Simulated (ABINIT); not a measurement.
An input for ABINIT 10.8.3 (SiC (F-43m)):

```
acell 3*1.0 Angstrom
rprim 
  -0.000000000000 2.179000000000 2.179000000000
  2.179000000000 -0.000000000000 2.179000000000
  2.179000000000 2.179000000000 -0.000000000000
ntypat 2
znucl 14 6
natom 2
typat 1 2
xred 
  0.000000000000 0.000000000000 0.000000000000
  0.250000000000 0.250000000000 0.250000000000
pp_dirpath "pseudos"
pseudos "Si.upf, C.upf"
ecut 37
ngkpt 6 6 6
nshiftk 1
shiftk 0 0 0
kptopt 1
chksymbreak 0
istwfk *1
occopt 1
irdwfk 1
optdriver 4
nband 365
gwcalctyp 0
ecutsigx 37
symsigma 1
nkptgw 3
kptgw 
  0.0000000000 0.0000000000 0.0000000000
  0.5000000000 0.5000000000 0.0000000000
  0.5000000000 0.0000000000 0.0000000000
bdgw 
  2 8
  3 6
  3 7
ecuteps 17.16
irdscr 1
ppmodel 1
indata_prefix "in"
outdata_prefix "out"
tmpdata_prefix "tmp"
```

```sh
OMP_NUM_THREADS=1 mpirun -n 4 abinit run.abi > log
```

Q: How long will it take on 4 MPI ranks of Arm Neoverse V1, shared host, and how much memory?

It took 5.8 min; on shared hardware allow 2.9 min to 12 min. Peak host memory was 3.0 GiB.

[Paths, hosts, dates, memory and timing lines, banners, echoed tables and standing remarks are left out of the program output.]

[Logs are printed without paths, hosts, clocks, repeated set-up lines and the standing remarks that a program may print on its own settings, such as how far it seeks lower states.]

[Runs of the session that timed out or met a known fault of the program may be left out.]

[Hosts, paths, dates, database ids (printed as entryN), source tags and the programs' standing remarks are cut or masked in the printed files.]

[G0W0 gaps are taken among the corrected bands and points alone; a level outside them can change the order at an edge.]

[Where Ansatz stands beside ABINIT at settings called matched, ABINIT's density can come from a denser mesh and the files from another edition; pairs whose starting gaps differed by over 0.03 eV were left out, so agreement reads better than it is.]
